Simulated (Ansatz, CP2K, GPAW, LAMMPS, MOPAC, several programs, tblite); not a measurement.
**RbBr from cheap methods to r2SCAN**

Aim: run RbBr through methods of unlike cost and see what each gets, and at what price.

Program: LAMMPS, MOPAC, tblite, CP2K, GPAW, Ansatz (versions at each run). Level of theory: no spin polarisation, static lattice; gaps from single points on the cell relaxed beforehand with r²SCAN. These are calculated values, not measurements.

5 further runs of the same task are left out: 5 set aside as unsound or not needed.

## (1) The system as given

The structure is cubic, space group Fm-3m (No. 225). The conventional cell has a = 6.922 Å, b = 6.922 Å, c = 6.922 Å, α = 90.00°, β = 90.00°, γ = 90.00°. Around Rb (site symmetry m-3m) lie 6 Br at 3.46 Å. Br (site symmetry m-3m) has 6 Rb at 3.46 Å as nearest neighbours.

Coordinates:

```
CELL_PARAMETERS angstrom
0.00000 3.46083 3.46083
3.46083 0.00000 3.46083
3.46083 3.46083 0.00000
ATOMIC_POSITIONS crystal
Rb 0.00000 0.00000 0.00000
Br 0.50000 0.50000 0.50000
```

The structure type (rocksalt) is imposed and need not be the compound's stable one.

**Question.** The methods are ffield.eim, PM6, PM7, GFN1-xTB (tblite), GFN2-xTB (tblite), PBE/DZVP, PBE/single-zeta, PBE/SZV, coarse PBE, GLLB-SC, PBE, r2SCAN. What gap does r2SCAN give on this cell, and which other methods (full PBE left aside) come nearest to r2SCAN and farthest in gap, volume and bulk modulus?

```
                                               quantity                                  value
                                                 r2SCAN  gap 4.89 eV, 41.45 Å³/atom, B₀ 14 GPa
         gap: nearest and farthest of the other methods    PBE/DZVP (-0.57 eV), PM6 (+4.93 eV)
      volume: nearest and farthest of the other methods  ffield.eim (-2.3 %), PBE/SZV (+7.9 %)
bulk modulus: nearest and farthest of the other methods    PBE/SZV (+1 %), ffield.eim (+948 %)
```

**Reading.** Among the 8 methods compared for the gap (full PBE left aside), PBE/DZVP is nearest to r2SCAN and PM6 farthest. For the volume, of the 3 methods compared (full PBE left aside), ffield.eim comes nearest to r2SCAN and PBE/SZV is farthest. Among the 3 methods compared for the bulk modulus (full PBE left aside), PBE/SZV is nearest to r2SCAN and ffield.eim farthest. A minimal basis or a coarse cutoff and mesh shifts results by its own error, so closeness to r2SCAN can be chance. Cluster runs see only the k-points that fold onto the zone centre, so their gaps can miss the band edges. GLLB-SC is compared with its derivative discontinuity added. GFN1-xTB (tblite) ended in an unphysical state and is left out of the comparison. No volume is given for PM6, PM7, GFN2-xTB (tblite), PBE/single-zeta, coarse PBE, which can hide a larger miss. CPU times run from 0.14 s (ffield.eim) to 21 s (PBE/DZVP). On this cell PBE/DZVP, PBE/single-zeta, PBE/SZV, GLLB-SC cost more than r2SCAN itself (5.4 s), so they are no saving here. r2SCAN is a yardstick, not the truth: it usually gives gaps below the measured ones.
